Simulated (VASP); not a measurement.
An input for Quantum ESPRESSO's pw.x (written as the equivalent of a VASP run, and not itself run):

```
&CONTROL
  calculation = 'scf'
  pseudo_dir = './pseudo'
  outdir = './out'
  tprnfor = .true.
  tstress = .true.
/
&SYSTEM
  ibrav = 0
  nat = 2
  ntyp = 2
  ecutwfc = 96
  occupations = 'smearing'
  smearing = 'methfessel-paxton'
  degauss = 0.00735
  input_dft = 'pbesol'
  nspin = 2
  starting_magnetization(1) = 0.18
  starting_magnetization(2) = 0.04
/
&ELECTRONS
  conv_thr = 7.3e-09
  electron_maxstep = 100
/
ATOMIC_SPECIES
  Co 58.933 Co.upf
  Pt 195.084 Pt.upf
CELL_PARAMETERS angstrom
     2.6715267    0.0000000    0.0000000
     0.0000000    2.6582355    0.0000000
     0.0000000    0.0000000    3.6723057
ATOMIC_POSITIONS crystal
  Co   0.0000000  0.0000000  0.0000000
  Pt   0.5000000  0.5000000  0.5000000
K_POINTS automatic
  12 12 10 0 0 0
```

Task: Write the VASP files for the same calculation (PBEsol).

Result: One answer among several that fit: 
**POSCAR**
```
CoPt
1.0
  2.6715266753   0.0000000000   0.0000000000
  0.0000000000   2.6582354978   0.0000000000
  0.0000000000   0.0000000000   3.6723056690
Co Pt
1 1
Direct
  0.0000000000   0.0000000000   0.0000000000
  0.5000000000   0.5000000000   0.5000000000
```

**INCAR**
```
# general
SYSTEM  = CoPt
PREC    = Accurate
ENCUT   = 480
LREAL   = .False.
LASPH   = .True.

# electronic loop
EDIFF   = 1E-7
NELM    = 100
ALGO    = Normal
LMAXMIX = 6

# smearing
ISMEAR  = 1
SIGMA   = 0.1

# functional
GGA     = PS

# spin
ISPIN   = 2
MAGMOM  = 1.8 0.4

# ions
ISIF    = 2

# output
LWAVE   = .False.
LCHARG  = .False.
LORBIT  = 10
```

KPOINTS:
```
Automatic mesh
0
gamma
12 12 10
0 0 0
```

POTCAR, in this order: Co Pt (PBE.64 set). Program: vasp_std.

Limits of the translation: the potentials are each code's own (VASP's PAW set, PseudoDojo norm-conserving files in pw.x), so ENCUT and ecutwfc are chosen apart and not converted; conv_thr bounds pw.x's estimated SCF error, while EDIFF bounds the energy change between steps; starting_magnetization is a fraction of the valence charge and MAGMOM a moment in μB, so they match only roughly.

The compound is CoPt in the L1_0 structure. This cell was strained or had an atom moved on purpose.
